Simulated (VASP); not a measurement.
# W in VASP: relaxation of the atoms with PBE

Aim: the relaxation of the atoms of W with PBE.

Program: VASP 6.6.1. These are calculated values, not measurements. Logs are shortened: lines on timing, memory, paths and dates and some standing lists are left out, and cuts for length are marked.

**1. Starting point**

The cell holds a slab with vacuum, 10 atoms: a = 3.184 Å, b = 3.184 Å, c = 29.328 Å, α = 90.00°, β = 90.00°, γ = 90.00°.

The cell was built by a generator and needn't be a form met in nature.

**2. Relaxation of the atoms, PBE**

INCAR

```
ALGO = Normal ; EDIFF = 1E-6
EDIFFG = -0.005 ; ENCUT = 520
GGA = PE ; IBRION = 2
ISIF = 2 ; ISMEAR = 1
KPAR = 8 ; LASPH = T
LCHARG = F ; LREAL = F
LWAVE = F ; NELM = 100
NSW = 60 ; PREC = Accurate
SIGMA = 0.2
```

KPOINTS

```
k-points
0
Gamma
  14 14 1
```

POSCAR

```
W
1.0
    3.1840000000      0.0000000000      0.0000000000
    0.0000000000      3.1840000000      0.0000000000
    0.0000000000      0.0000000000     29.3280000000
W
10
Direct
    0.0000000000      0.5000000000      0.2557283142
    0.5000000000      0.0000000000      0.3100109111
    0.0000000000      0.5000000000      0.3642935079
    0.5000000000      0.0000000000      0.4185761047
    0.0000000000      0.5000000000      0.4728587016
    0.5000000000      0.0000000000      0.5271412984
    0.0000000000      0.5000000000      0.5814238953
    0.5000000000      0.0000000000      0.6357064921
    0.0000000000      0.5000000000      0.6899890889
    0.5000000000      0.0000000000      0.7442716858
```

Potentials or basis: VASP PAW PBE potentials, release 64 (W_sv).

Launch:

```
$ cat potpaw_PBE.64/W_sv/POTCAR > POTCAR
$ mpirun -np 8 vasp_std > vasp.out
```

OUTCAR:

```text
EDIFF = 1E-6
   EDIFFG = -0.005
   ENCUT = 520
   GGA = PE
   IBRION = 2
   ISIF = 2
   ISMEAR = 1
   LASPH = T
   LREAL = F
   NELM = 100
   NSW = 60
   PREC = Accurate

 ion  position               nearest neighbor table
   1  0.000  0.500  0.256-   2 2.76   2 2.76   2 2.76   2 2.76   3 3.18
   2  0.500  0.000  0.310-   3 2.76   3 2.76   3 2.76   3 2.76   1 2.76   1 2.76   1 2.76   1 2.76
                             4 3.18
   3  0.000  0.500  0.364-   2 2.76   4 2.76   2 2.76   4 2.76   2 2.76   4 2.76   2 2.76   4 2.76
                             1 3.18   5 3.18
   4  0.500  0.000  0.419-   3 2.76   3 2.76   3 2.76   3 2.76   5 2.76   5 2.76   5 2.76   5 2.76
                             2 3.18   6 3.18
   5  0.000  0.500  0.473-   6 2.76   6 2.76   6 2.76   6 2.76   4 2.76   4 2.76   4 2.76   4 2.76
                             7 3.18   3 3.18
   6  0.500  0.000  0.527-   5 2.76   5 2.76   5 2.76   5 2.76   7 2.76   7 2.76   7 2.76   7 2.76
                             4 3.18   8 3.18
   7  0.000  0.500  0.581-   8 2.76   8 2.76   8 2.76   8 2.76   6 2.76   6 2.76   6 2.76   6 2.76
                             9 3.18   5 3.18
   8  0.500  0.000  0.636-   7 2.76   9 2.76   7 2.76   9 2.76   7 2.76   9 2.76   7 2.76   9 2.76
                             6 3.18  10 3.18
   9  0.000  0.500  0.690-   8 2.76   8 2.76   8 2.76   8 2.76  10 2.76  10 2.76  10 2.76  10 2.76
                             7 3.18
  10  0.500  0.000  0.744-   9 2.76   9 2.76   9 2.76   9 2.76   8 3.18

  LATTYP: Found a simple tetragonal cell.
 ALAT       =     3.1840000000
 C/A-ratio  =     9.2110552764

  Lattice vectors:

 A1 = (   3.1840000000,   0.0000000000,   0.0000000000)
 A2 = (   0.0000000000,   3.1840000000,   0.0000000000)
 A3 = (   0.0000000000,   0.0000000000,  29.3280000000)

Analysis of symmetry for initial positions (statically):
=====================================================================
 Subroutine PRICEL returns:
 Original cell was already a primitive cell.

 Routine SETGRP: Setting up the symmetry group for a
 simple tetragonal supercell.

 Subroutine GETGRP returns: Found 16 space group operations
 (whereof  8 operations were pure point group operations)
 out of a pool of 16 trial point group operations.

The static configuration has the point symmetry D_2d.
 The point group associated with its full space group is D_4h.

Analysis of symmetry for dynamics (positions and initial velocities):
=====================================================================
 Subroutine PRICEL returns:
 Original cell was already a primitive cell.

 Routine SETGRP: Setting up the symmetry group for a
 simple tetragonal supercell.

 Subroutine GETGRP returns: Found 16 space group operations
 (whereof  8 operations were pure point group operations)
 out of a pool of 16 trial point group operations.

The dynamic configuration has the point symmetry D_2d.
 The point group associated with its full space group is D_4h.

 Subroutine INISYM returns: Found 16 space group operations
 (whereof  8 operations are pure point group operations),
 and found     1 'primitive' translations

----------------------------------------------------------------------------------------

                                     Primitive cell

  volume of cell :     297.3230

  direct lattice vectors                    reciprocal lattice vectors
     3.184000000  0.000000000  0.000000000     0.314070352  0.000000000  0.000000000
     0.000000000  3.184000000  0.000000000     0.000000000  0.314070352  0.000000000
     0.000000000  0.000000000 29.328000000     0.000000000  0.000000000  0.034097109

  length of vectors
     3.184000000  3.184000000 29.328000000     0.314070352  0.314070352  0.034097109

  position of ions in fractional coordinates (direct lattice)
     0.000000000  0.500000000  0.255728314
     0.500000000  0.000000000  0.310010911
     0.000000000  0.500000000  0.364293508
     0.500000000  0.000000000  0.418576105
     0.000000000  0.500000000  0.472858702
     0.500000000  0.000000000  0.527141298
     0.000000000  0.500000000  0.581423895
     0.500000000  0.000000000  0.635706492
     0.000000000  0.500000000  0.689989089
     0.500000000  0.000000000  0.744271686

  ion indices of the primitive-cell ions
   primitive index   ion index
[... 36 lines left out ...]

 Following reciprocal coordinates:
            Coordinates               Weight
  0.000000  0.000000  0.000000      1.000000
  0.071429  0.000000  0.000000      4.000000
  0.142857  0.000000  0.000000      4.000000
  0.214286  0.000000  0.000000      4.000000
  0.285714  0.000000  0.000000      4.000000
  0.357143  0.000000  0.000000      4.000000
[... 16 lines left out ...]
  0.285714  0.214286  0.000000      8.000000
  0.357143  0.214286  0.000000      8.000000
 [... further k-points ...]
   k-points           NKPTS =     36   k-points in BZ     NKDIM =     36   number of bands    NBANDS=     84
   number of dos      NEDOS =    301   number of ions     NIONS =     10
   total plane-waves  NPLWV = 129024
   dimension x,y,z NGX =    24 NGY =   24 NGZ =  224
   dimension x,y,z NGXF=    48 NGYF=   48 NGZF=  448
   ions per type =              10
   NGX,Y,Z   is equivalent  to a cutoff of  12.53, 12.53, 12.70 a.u.
   NGXF,Y,Z  is equivalent  to a cutoff of  25.06, 25.06, 25.39 a.u.
 SYSTEM =  unknown system
   PREC   = accura    normal or accurate (medium, high low for compatibility)
   ISTART =      0    job   : 0-new  1-cont  2-samecut
   ICHARG =      2    charge: 1-file 2-atom 10-const
   ISPIN  =      1    spin polarized calculation?
   LNONCOLLINEAR =      F non collinear calculations
   LSORBIT =      F    spin-orbit coupling
   LASPH  =      T    aspherical Exc in radial PAW
   ENCUT  =  520.0 eV  38.22 Ry    6.18 a.u.   5.92  5.92 54.53*2*pi/ulx,y,z
   NELM   =    100;   NELMIN=  2; NELMDL= -5     # of ELM steps
   EDIFF  = 0.1E-05   stopping-criterion for ELM
   LREAL  =      F    real-space projection
   EDIFFG = -.5E-02   stopping-criterion for IOM
   NSW    =     60    number of steps for IOM
   IBRION =      2    ionic relax: 0-MD 1-quasi-New 2-CG
   NFREE  =      1    steps in history (QN), initial steepest desc. (CG)
   ISIF   =      2    stress and relaxation
   ISYM   =      2    0-nonsym 1-usesym 2-fastsym
   POTIM  = 0.5000    time-step for ionic-motion
   TEBEG  =    0.0;   TEEND  =   0.0 temperature during run
   PSTRESS=    0.0 pullay stress
   NELECT =     140.0000    total number of electrons
   NUPDOWN=      -1.0000    fix difference up-down
   EMIN   =  10.00;   EMAX   =-10.00  energy-range for DOS
   EFERMI =   0.00;   METHOD = LEGACY
   ISMEAR =     1;   SIGMA  =   0.20  broadening in eV -4-tet -1-fermi 0-gaus
   EFERMI_NEDOS =   21; number of points for ismear=-14 and -15
   IALGO  =     38    algorithm
   IMIX   =      4    mixing-type and parameters
     AMIX     =   0.40;   BMIX     =  1.00
     AMIX_MAG =   1.60;   BMIX_MAG =  1.00
  volume/ion in A,a.u.               =      29.73       200.64
  Fermi-wavevector in a.u.,A,eV,Ry     =   1.273624  2.406801 22.070265  1.622119
  Thomas-Fermi vector in A             =   2.406437
   LORBIT       =      0    0 simple, 1 ext, 2 COOP (PROOUT), +10 PAW based schemes
   GGA     = PE    functional components
   LHFCALC =     F    Hartree Fock is set to
   AEXX    =    0.0000 exact exchange contribution
   IVDW    =     0    specifies the selected vdW correction
   LEPSILON=     F    determine dielectric tensor
   LRPA    =     F    only Hartree local field effects (RPA)
 conjugate gradient relaxation of ions
 non-spin polarized calculation
 Methfessel and Paxton  Order N= 1 SIGMA  =   0.20
  energy-cutoff  :      520.00
  volume of cell :      297.32
 maximum number of plane-waves:      8088
 NGX is ok and might be reduce to    24
   NGX = 11   NGY = 11   NGZ =109

--------------------------------------- Ionic step        1  -------------------------------------------

 number of electron     139.9999976 magnetization

 Free energy of the ion-electron system (eV)
  ---------------------------------------------------
  ext. energy  EPLUGINS =         0.00000000
  ---------------------------------------------------
  free energy    TOTEN  =      -124.12257646 eV

  energy without entropy =     -124.11511094  energy(sigma->0) =     -124.12008795

------------------------ aborting loop because EDIFF is reached ----------------------------------------

  FORCE on cell =-STRESS in cart. coord.  units (eV):
  Direction    XX          YY          ZZ          XY          YZ          ZX
  --------------------------------------------------------------------------------------
  -------------------------------------------------------------------------------------
  Total       -8.4331724     -8.4331724     -6.2782265      0.0000000      0.0000000      0.0000000
  in kB      -45.4436278    -45.4436278    -33.8313241      0.0000000      0.0000000      0.0000000
  external PRESSURE =     -41.5728599 kB  Pullay stress =       0.0000000 kB
[... 113 lines left out ...]
  FREE ENERGIE OF THE ION-ELECTRON SYSTEM (eV)
  ---------------------------------------------------
  free  energy   TOTEN  =      -124.4252256683 eV

  energy  without entropy=     -124.4283728546  energy(sigma->0) =     -124.42627473

[... ionic steps 4 to 16 ...]

--------------------------------------- Ionic step       17  -------------------------------------------

 number of electron     139.9999976 magnetization

------------------------ aborting loop because EDIFF is reached ----------------------------------------
[... 83 lines left out ...]
--------------------------------------- Ionic step       19  -------------------------------------------

 number of electron     139.9999976 magnetization

 Free energy of the ion-electron system (eV)
  ---------------------------------------------------
  ext. energy  EPLUGINS =         0.00000000
  ---------------------------------------------------
  free energy    TOTEN  =      -124.46151805 eV

  energy without entropy =     -124.46535270  energy(sigma->0) =     -124.46279627

 E-fermi :   4.1909     XC(G=0):  -8.0996

 val. band max:        4.1739230892   @ k =   0.2143   0.0714   0.0000
 cond. band min:       4.1958975396   @ k =   0.1429   0.0714   0.0000
 fundamental gap:      0.0219744504
 Fermi energy:         4.1909007998

 k-point     1 :       0.0000    0.0000    0.0000
  band No.  band energies     occupation
      1     -69.9547      2.00000
      2     -69.8930      2.00000
      3     -69.8723      2.00000
      4     -69.8327      2.00000
      5     -69.7392      2.00000
      6     -69.7294      2.00000
[... 2029 lines left out ...]
     81       6.6264     -0.00000
     82       6.6842     -0.00000

 [... further k-points ...]

 [bands above 82 left out]

------------------------ aborting loop because EDIFF is reached ----------------------------------------

  FORCE on cell =-STRESS in cart. coord.  units (eV):
  Direction    XX          YY          ZZ          XY          YZ          ZX
  --------------------------------------------------------------------------------------
  -------------------------------------------------------------------------------------
  Total       -3.0000582     -3.0000582     -0.1923911      0.0000000     -0.0000000      0.0000000
  in kB      -16.1663393    -16.1663393     -1.0367333      0.0000000     -0.0000000      0.0000000
  external PRESSURE =     -11.1231373 kB  Pullay stress =       0.0000000 kB
[... 25 lines left out ...]
  FREE ENERGIE OF THE ION-ELECTRON SYSTEM (eV)
  ---------------------------------------------------
  free  energy   TOTEN  =      -124.4615180496 eV

  energy  without entropy=     -124.4653527040  energy(sigma->0) =     -124.46279627

 reached required accuracy - stopping structural energy minimisation
```

Wall time 17 min (8 MPI ranks of Intel Xeon 6975P-C (Granite Rapids), shared host); peak memory 0.77 GiB.

What came out:

- Free energy: -124.4615 eV
- Energy gained by relaxing: 33.9 meV/atom
- Ionic steps: 19
- Largest force after relaxing: 0.004 eV/Å
- Band gap on the k mesh: none (metal or under the smearing width)

Forces on the atoms (eV/Å):
```
W    0.000  0.000  0.004
W    0.000  0.000  0.002
W    0.000  0.000 -0.003
W    0.000  0.000  0.001
W    0.000  0.000  0.000
W    0.000  0.000  0.000
W    0.000  0.000 -0.001
W    0.000  0.000  0.003
W    0.000  0.000 -0.002
W    0.000  0.000 -0.004
```

Step by step:
| step | energy change (eV) | largest force (eV/Å) | pressure (GPa) |
| --- | --- | --- | --- |
| 1 | 0.0000 | 1.7138 | -4.16 |
| 2 | -0.3018 | 0.3785 | -2.59 |
| 3 | -0.3026 | 0.3890 | -2.49 |
| 4 | -0.3253 | 0.1905 | -2.11 |
| 5 | -0.3261 | 0.1836 | -2.03 |
| 6 | -0.3302 | 0.0898 | -1.92 |
| 7 | -0.3304 | 0.1048 | -1.90 |
| 8 | -0.3328 | 0.0751 | -1.78 |
| 9 | -0.3360 | 0.0872 | -1.50 |
| 10 | -0.3331 | 0.2939 | -0.94 |
| 11 | -0.3365 | 0.1176 | -1.36 |
| 12 | -0.3381 | 0.0713 | -1.26 |
| 13 | -0.3387 | 0.0379 | -1.17 |
| 14 | -0.3388 | 0.0443 | -1.15 |
| 15 | -0.3389 | 0.0074 | -1.12 |
| 16 | -0.3389 | 0.0076 | -1.12 |
| 17 | -0.3389 | 0.0076 | -1.11 |
| 18 | -0.3389 | 0.0070 | -1.12 |
| 19 | -0.3389 | 0.0039 | -1.11 |

Final structure:
```xyz
10
Lattice="3.1840 0.0000 0.0000 0.0000 3.1840 0.0000 0.0000 0.0000 29.3280" Properties=species:S:1:pos:R:3 pbc="T T T"
W     0.0000    1.5920    7.6565
W     1.5920    0.0000    9.0663
W     0.0000    1.5920   10.6962
W     1.5920    0.0000   12.2768
W     0.0000    1.5920   13.8736
W     1.5920    0.0000   15.4544
W     0.0000    1.5920   17.0512
W     1.5920    0.0000   18.6318
W     0.0000    1.5920   20.2617
W     1.5920    0.0000   21.6715
```

Levels at points of the mesh, in eV from the Fermi level:
| k point | band 67 | band 68 | band 69 | band 70 | band 71 | band 72 | band 73 | band 74 |
| --- | --- | --- | --- | --- | --- | --- | --- | --- |
| (0.00, 0.00, 0.00) | -0.54 | -0.49 | -0.33 | -0.33 | -0.22 | -0.21 | 0.16 | 0.16 |
| (0.50, 0.00, 0.00) | -0.45 | -0.45 | -0.20 | -0.20 | 0.26 | 0.26 | 0.83 | 0.83 |
| (0.50, 0.50, 0.00) | 0.13 | 0.13 | 1.85 | 1.85 | 2.01 | 2.01 | 2.07 | 2.07 |
